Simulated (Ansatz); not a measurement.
GeO₂ (rutile)

```cif
data_Ge2O4
_chemical_formula_sum 'Ge2 O4'
_space_group_name_H-M_alt 'P42/mnm'
_space_group_IT_number 136
_space_group_name_Hall '-P 4n 2n'
_cell_length_a 4.48750
_cell_length_b 4.48750
_cell_length_c 2.90497
_cell_angle_alpha 90.000
_cell_angle_beta 90.000
_cell_angle_gamma 90.000
loop_
_atom_site_label
_atom_site_type_symbol
_atom_site_symmetry_multiplicity
_atom_site_Wyckoff_symbol
_atom_site_fract_x
_atom_site_fract_y
_atom_site_fract_z
_atom_site_occupancy
Ge1 Ge 2 a 0.00000 0.00000 0.00000 1
O1 O 4 f 0.30714 0.30714 0.00000 1
```

Equation-of-state scan: isotropic scaling of the cell above, V₀ being its volume. The atoms relax within the cell's symmetry.

Level of theory: PBE (plane waves to 420 eV, PAW, scalar-relativistic; Ansatz, a first-principles code). k mesh 8×8×11 (Γ-centred), Fermi-Dirac smearing 0.05 eV. The energy includes the smearing's −TS. With the shape held, the modulus is that of even scaling; a crystal free to change shape is softer. GeO2 was relaxed with its symmetry unable to fall. ΔE is measured from the relaxed starting cell.

| V (Å³/atom) | ΔE (meV/atom) |
|---|---|
| 8.775 | 79.3 |
| 8.937 | 53.2 |
| 9.100 | 32.8 |
| 9.262 | 17.9 |
| 9.425 | 7.7 |
| 9.587 | 1.9 |
| 9.750 | 0.0 |
| 9.912 | 1.7 |
| 10.075 | 6.7 |
| 10.237 | 14.6 |
| 10.400 | 25.1 |
| 10.562 | 38.0 |
| 10.725 | 53.1 |

Q: What is the fitted pressure derivative B₀′?

A: 5.0.

Q: What bulk modulus at fixed cell shape B₀ follows from a third-order Birch-Murnaghan fit?

A: 211 GPa. Check by three points about V = 9.750 Å³/atom, step 0.163: d²E/dV² ≈ (1.9 − 2·0.0 + 1.7) meV / 0.163² = 0.136 eV/Å⁶, and V·d²E/dV² × 160.2 = 213 GPa.

(Under strain, the slope of the energy per volume gives the stress and its curvature an elastic modulus.)
